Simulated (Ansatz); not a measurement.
Write the native input for Ansatz 0.2.0 that does the following.

```
Task                : projected density of states
Functional          : r2SCAN0
Potentials or basis : Ansatz PAW
Cutoff              : 500 eV (not typed: the program's choice for these potentials)
k mesh              : 5 × 5 × 5
Occupations         : fermi-dirac, width 0.05 eV
Spin                : no spin polarisation
```

The system is AlCu.

```
Cu Al
1.0
     2.99751    0.00000    0.00000
     0.00000    2.99751    0.00000
     0.00000    0.00000    2.99751
Cu Al
1 1
Direct
  0.50000 0.50000 0.50000
  0.00000 0.00000 0.00000
```

The cell comes from a database or a generator and needn't be the stable form of this composition.

These files were run (other wordings do the same):

input.yaml

```yaml
crystal:
  lattice:
    - [2.997509, 0.0, 0.0]
    - [0.0, 2.997509, 0.0]
    - [0.0, 0.0, 2.997509]
  atoms:
    - { symbol: Cu, position: [0.5, 0.5, 0.5] }
    - { symbol: Al, position: [0.0, 0.0, 0.0] }
hamiltonian:
  xc: r2scan0
  pseudopotentials: { kind: paw }
kpoints:
  mp_grid: { grid: [5, 5, 5] }
scf:
  occupations: { method: fermi_dirac, width: 0.05 }
  n_extra_bands: 6
output:
  forces: true
  stress: true
  eigenvalues: true
  dos: { projected: true, de: 0.05 }
  write_density: true
  write_potential: true
  elf: true
  volumetric_format: npy
```

Potentials or basis: Ansatz PAW.

Launch:

```console
$ ansatz run input.yaml --threads 2 --pin off --max-ram 5632MiB --backend cpu --events-out ev --progress --plain --runs-dir out
```

It gave:

- Pressure: 0.0 GPa
- Band gap on the k mesh: none (metal or under the smearing width)
- Density of states at the Fermi level: 0.73 states/eV per cell

Caveat: the k mesh is coarse (spacing up to 0.42 Å⁻¹), so the values aren't converged, least of all with exact exchange; the PAW data sets come from PBE, with cores solved anew for the run's functional, which leaves a small shift of forces and pressure; the density of states is complete only up to the lowest level of the last band computed; the thresholds are loose for stress.

Run time: 15 s on 2 threads of Arm Neoverse V1 (shared host), peak memory 0.83 GiB.
